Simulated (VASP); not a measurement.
# Mo (Im-3m) in VASP: further runs

The runs below take Mo through single point, with PBE.

Program: VASP 6.6.1. These are calculated values, not measurements. Logs are shortened: lines on timing, memory, paths and dates and some standing lists are left out, and cuts for length are marked.

**1. The crystal as given**

The structure is cubic, space group Im-3m (No. 229). Conventional cell: a = 3.168 Å, b = 3.168 Å, c = 3.168 Å, α = 90.00°, β = 90.00°, γ = 90.00°. Mo (site symmetry m-3m) is surrounded by 8 Mo at 2.74 Å.

**2. Single point, PBE**

INCAR reads:

```
ADDGRID = F
ALGO = Normal
EDIFF = 1E-7
ENCUT = 400
GGA = PE
ISIF = 2
ISMEAR = 1
LASPH = T
LCHARG = F
LREAL = F
LWAVE = F
NBANDS = 13
NELM = 100
PREC = Accurate
SIGMA = 0.2
```

KPOINTS reads:

```
k-points
0
Gamma
  5 5 5
```

POSCAR reads:

```
Mo
1.0
   -1.5838089719      1.5838089719      1.5838089719
    1.5838089719     -1.5838089719      1.5838089719
    1.5838089719      1.5838089719     -1.5838089719
Mo
1
Direct
    0.0000000000      0.0000000000      0.0000000000
```

Potentials or basis: VASP PAW PBE potentials, release 64 (Mo_sv).

Run with:

```console
$ cat potpaw_PBE.64/Mo_sv/POTCAR > POTCAR
$ mpirun -np 1 vasp_std > vasp.out
```

OUTCAR:

```text
EDIFF = 1E-7
   ENCUT = 400
   GGA = PE
   ISIF = 2
   ISMEAR = 1
   LASPH = T
   LREAL = F
   NELM = 100
   PREC = Accurate

 Found     10 irreducible k-points:

 Following reciprocal coordinates:
            Coordinates               Weight
  0.000000  0.000000  0.000000      1.000000
  0.200000  0.000000  0.000000     12.000000
  0.400000  0.000000  0.000000     12.000000
  0.200000  0.200000  0.000000     24.000000
  0.400000  0.200000  0.000000     24.000000
  0.200000  0.200000  0.200000      8.000000
   k-points           NKPTS =     10   k-points in BZ     NKDIM =     10   number of bands    NBANDS=     13
   number of dos      NEDOS =    301   number of ions     NIONS =      1
   total plane-waves  NPLWV =   5832
   dimension x,y,z NGX =    18 NGY =   18 NGZ =   18
   dimension x,y,z NGXF=    36 NGYF=   36 NGZF=   36
   ions per type =               1
   NGX,Y,Z   is equivalent  to a cutoff of  10.91, 10.91, 10.91 a.u.
   NGXF,Y,Z  is equivalent  to a cutoff of  21.82, 21.82, 21.82 a.u.
 SYSTEM =  unknown system
   PREC   = accura    normal or accurate (medium, high low for compatibility)
   ISTART =      0    job   : 0-new  1-cont  2-samecut
   ICHARG =      2    charge: 1-file 2-atom 10-const
   ISPIN  =      1    spin polarized calculation?
   LNONCOLLINEAR =      F non collinear calculations
   LSORBIT =      F    spin-orbit coupling
   LASPH  =      T    aspherical Exc in radial PAW
   ENCUT  =  400.0 eV  29.40 Ry    5.42 a.u.   4.47  4.47  4.47*2*pi/ulx,y,z
   NELM   =    100;   NELMIN=  2; NELMDL= -5     # of ELM steps
   EDIFF  = 0.1E-06   stopping-criterion for ELM
   LREAL  =      F    real-space projection
   EDIFFG = 0.1E-05   stopping-criterion for IOM
   NSW    =      0    number of steps for IOM
   IBRION =     -1    ionic relax: 0-MD 1-quasi-New 2-CG
   NFREE  =      0    steps in history (QN), initial steepest desc. (CG)
   ISIF   =      2    stress and relaxation
   ISYM   =      2    0-nonsym 1-usesym 2-fastsym
   POTIM  = 0.5000    time-step for ionic-motion
   TEBEG  =    0.0;   TEEND  =   0.0 temperature during run
   PSTRESS=    0.0 pullay stress
   NELECT =      14.0000    total number of electrons
   NUPDOWN=      -1.0000    fix difference up-down
   EMIN   =  10.00;   EMAX   =-10.00  energy-range for DOS
   EFERMI =   0.00;   METHOD = LEGACY
   ISMEAR =     1;   SIGMA  =   0.20  broadening in eV -4-tet -1-fermi 0-gaus
   EFERMI_NEDOS =   21; number of points for ismear=-14 and -15
   IALGO  =     38    algorithm
   IMIX   =      4    mixing-type and parameters
     AMIX     =   0.40;   BMIX     =  1.00
     AMIX_MAG =   1.60;   BMIX_MAG =  1.00
  volume/ion in A,a.u.               =      15.89       107.24
  Fermi-wavevector in a.u.,A,eV,Ry     =   1.569380  2.965698 33.510508  2.462953
  Thomas-Fermi vector in A             =   2.671271
   LORBIT       =      0    0 simple, 1 ext, 2 COOP (PROOUT), +10 PAW based schemes
   GGA     = PE    functional components
   LHFCALC =     F    Hartree Fock is set to
   AEXX    =    0.0000 exact exchange contribution
   IVDW    =     0    specifies the selected vdW correction
   LEPSILON=     F    determine dielectric tensor
   LRPA    =     F    only Hartree local field effects (RPA)
 non-spin polarized calculation
 Methfessel and Paxton  Order N= 1 SIGMA  =   0.20
  energy-cutoff  :      400.00
  volume of cell :       15.89
 maximum number of plane-waves:       321
 NGX is ok and might be reduce to    18
   NGX =  9   NGY =  9   NGZ =  9

 number of electron      14.0000005 magnetization

 Free energy of the ion-electron system (eV)
  ---------------------------------------------------
  ext. energy  EPLUGINS =         0.00000000
  ---------------------------------------------------
  free energy    TOTEN  =       -10.96171234 eV

  energy without entropy =      -10.95083967  energy(sigma->0) =      -10.95808812

 E-fermi :  12.5296     XC(G=0): -13.2827

 val. band max:       12.5055078171   @ k =  -0.2000   0.2000   0.2000
 cond. band min:      12.5964261376   @ k =  -0.4000   0.4000   0.2000
 fundamental gap:      0.0909183205
 Fermi energy:        12.5295550047

 k-point     1 :       0.0000    0.0000    0.0000
  band No.  band energies     occupation
      1     -48.8498      2.00000
      2     -22.1628      2.00000
      3     -22.1628      2.00000
      4     -22.1628      2.00000
      5       5.1509      2.00000
      6      11.0510      2.00000
      7      11.0510      2.00000
      8      11.0510      2.00000
      9      14.0132     -0.00000
     10      14.0132     -0.00000
     11      27.1320      0.00000
     12      27.1320      0.00000
     13      27.1320      0.00000

 k-point     2 :       0.2000    0.0000    0.0000
  band No.  band energies     occupation
      1     -48.7651      2.00000
      2     -22.6436      2.00000
      3     -22.3127      2.00000
      4     -22.1654      2.00000
      5       6.6214      2.00000
      6      10.2534      2.00000
      7      10.7976      2.00000
      8      12.6128      0.35875
      9      13.4221     -0.00000
     10      14.0936     -0.00000
     11      27.5519      0.00000
     12      28.7888      0.00000
     13      29.8517      0.00000
[... 33 lines left out ...]
 k-point     5 :       0.4000    0.2000    0.0000
  band No.  band energies     occupation
      1     -48.5815      2.00000
      2     -23.3373      2.00000
      3     -22.7820      2.00000
      4     -22.2991      2.00000
      5       8.1153      2.00000
      6       9.3571      2.00000
      7      11.3941      2.00000
      8      13.9139     -0.00000
      9      15.0512     -0.00000
     10      19.7054      0.00000
     11      22.8534      0.00000
     12      25.0472      0.00000
     13      28.4502      0.00000

 k-point     6 :       0.2000    0.2000    0.2000
  band No.  band energies     occupation
      1     -48.5935      2.00000
      2     -23.1696      2.00000
      3     -22.6176      2.00000
      4     -22.6176      2.00000
      5       9.3520      2.00000
      6       9.3520      2.00000
      7      10.1819      2.00000
      8      14.6337     -0.00000
      9      14.6337     -0.00000
     10      20.6423      0.00000
     11      23.3393      0.00000
     12      25.1745      0.00000
     13      25.1745      0.00000

 [... further k-points ...]

------------------------ aborting loop because EDIFF is reached ----------------------------------------

  FORCE on cell =-STRESS in cart. coord.  units (eV):
  Direction    XX          YY          ZZ          XY          YZ          ZX
  --------------------------------------------------------------------------------------
  -------------------------------------------------------------------------------------
  Total       -0.4507351     -0.4507351     -0.4507351      0.0000000     -0.0000000      0.0000000
  in kB      -45.4426406    -45.4426406    -45.4426406      0.0000000     -0.0000000      0.0000000
  external PRESSURE =     -45.4426406 kB  Pullay stress =       0.0000000 kB

 VOLUME and BASIS-vectors are now :
 -----------------------------------------------------------------------------
  energy-cutoff  :      400.00
  volume of cell :       15.89
      direct lattice vectors                 reciprocal lattice vectors
    -1.583808972  1.583808972  1.583808972     0.000000000  0.315694638  0.315694638
     1.583808972 -1.583808972  1.583808972     0.315694638  0.000000000  0.315694638
     1.583808972  1.583808972 -1.583808972     0.315694638  0.315694638  0.000000000

 POSITION                                       TOTAL-FORCE (eV/Angst)
 -----------------------------------------------------------------------------------
      0.00000      0.00000      0.00000        -0.000000     -0.000000      0.000000
 -----------------------------------------------------------------------------------
    total drift:                                0.000000     -0.000000      0.000000

  FREE ENERGIE OF THE ION-ELECTRON SYSTEM (eV)
  ---------------------------------------------------
  free  energy   TOTEN  =       -10.9617123373 eV

  energy  without entropy=      -10.9508396732  energy(sigma->0) =      -10.95808812
```

OSZICAR:

```text
N       E                     dE             d eps       ncg     rms          rms(c)
DAV:   1     0.691823078975E+02    0.69182E+02   -0.71415E+03   276   0.914E+02
DAV:   2    -0.108138595134E+02   -0.79996E+02   -0.76675E+02   295   0.263E+02
DAV:   3    -0.116357654539E+02   -0.82191E+00   -0.82125E+00   280   0.270E+01
DAV:   4    -0.116376153117E+02   -0.18499E-02   -0.18498E-02   290   0.155E+00
DAV:   5    -0.116376256186E+02   -0.10307E-04   -0.10305E-04   280   0.102E-01    0.142E+01
DAV:   6    -0.110199375060E+02    0.61769E+00   -0.78533E-01   275   0.108E+01    0.356E+00
DAV:   7    -0.109641618951E+02    0.55776E-01   -0.10143E-01   280   0.366E+00    0.884E-01
DAV:   8    -0.109617400783E+02    0.24218E-02   -0.50717E-03   265   0.889E-01    0.169E-01
DAV:   9    -0.109617143553E+02    0.25723E-04   -0.21269E-04   280   0.179E-01    0.469E-02
DAV:  10    -0.109617129424E+02    0.14129E-05   -0.24276E-05   280   0.603E-02    0.184E-02
DAV:  11    -0.109617123360E+02    0.60635E-06   -0.12158E-06   280   0.125E-02    0.151E-03
DAV:  12    -0.109617123373E+02   -0.12660E-08   -0.28244E-08   140   0.210E-03
   1 F= -.10961712E+02 E0= -.10958088E+02  d E =-.108727E-01
```

Run time: 2.5 s. Hardware: 1 thread of Intel Xeon 6975P-C (Granite Rapids), shared host; peak memory 0.11 GiB.

These settings aren't checked as converged: the numbers below hold their error.

Results:

```
Free energy            : -10.9617 eV
Pressure               : -4.5 GPa
Band gap on the k mesh : none (metal or under the smearing width)
```

Caveat: the k mesh is coarse (spacing up to 0.56 Å⁻¹), so the values aren't converged.

**3. Single point, PBE**

INCAR is that of step 2.

KPOINTS is that of step 2.

POSCAR reads:

```
Mo
1.0
   -1.6018940000      1.6123050000      1.5868230000
    1.5840600000     -1.5829550000      1.5396390000
    1.5998790000      1.5809390000     -1.5574730000
Mo
1
Direct
   -0.0100820000     -0.0008690000      0.0196120000
```

Potentials or basis: VASP PAW PBE potentials, release 64 (Mo_sv).

Run with:

```console
$ cat potpaw_PBE.64/Mo_sv/POTCAR > POTCAR
$ mpirun -np 1 vasp_std > vasp.out
```

Wall time 7 s (1 thread of Intel Xeon 6975P-C (Granite Rapids), shared host); peak memory 0.11 GiB.

The run converged, but some of its settings lie outside the range that counts as converged, so its numbers aren't taken as properties of the crystal.

What came out:

| Quantity | Value |
| --- | --- |
| Free energy | -10.9568 eV |
| Pressure | -4.3 GPa |
| Band gap on the k mesh | none (metal or under the smearing width) |

Caveat: the k mesh is coarse (spacing up to 0.57 Å⁻¹), so the values aren't converged.

**4. For comparison**

An earlier run on the cell as given: functional PBE; potentials or basis VASP PAW PBE potentials, release 64 (Mo_sv); cutoff 520 eV; k mesh 12 × 12 × 12; occupations fermi-dirac, width 0.05 eV; no spin polarisation.

* Pressure: -1.4 GPa
* Band gap on the k mesh: none (metal or under the smearing width)
